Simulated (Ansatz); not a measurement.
## C: single point with PBE

Crystal: C.

```xyz
2
Lattice="0.0000 1.7834 1.7834 1.7834 0.0000 1.7834 1.7834 1.7834 0.0000" Properties=species:S:1:pos:R:3 pbc="T T T"
C     2.6751    2.6751    2.6751
C     1.7834    1.7834    1.7834
```

This isn't the form of C at room conditions, which is graphite.

| Quantity | Value |
| --- | --- |
| Program | Ansatz 0.2.0 |
| Task | single point |
| Functional | PBE |
| Potentials or basis | Ansatz PAW |
| Cutoff | 420 eV (not typed: the program's choice for these potentials) |
| k mesh | 13 × 13 × 13 |
| Occupations | gaussian, width 0.021 eV |
| Spin | no spin polarisation |

```json
{
 "Pressure": "1.8 GPa",
 "Band gap on the k mesh": "4.15 eV, indirect (least direct gap 5.59 eV)"
}
```

Levels at points of the mesh, in eV from the valence-band top:
| k point | band 1 | band 2 | band 3 | band 4 | band 5 | band 6 | band 7 | band 8 |
| --- | --- | --- | --- | --- | --- | --- | --- | --- |
| (0.00, 0.00, 0.00) | -21.48 | 0.00 | 0.00 | 0.00 | 5.59 | 5.59 | 5.59 | 13.28 |

Wall time 0.76 s on 2 threads of Intel(R) Xeon(R) Processor @ 2.70GHz, with other jobs on the host, peak memory 0.28 GiB.

Caveat: odd divisions of the mesh miss points on the zone boundary, where band edges often lie, so the gap on the mesh can be too wide; the pressure holds a Pulay correction of +1.0 GPa for the finite cutoff. A k mesh can miss the band edges.
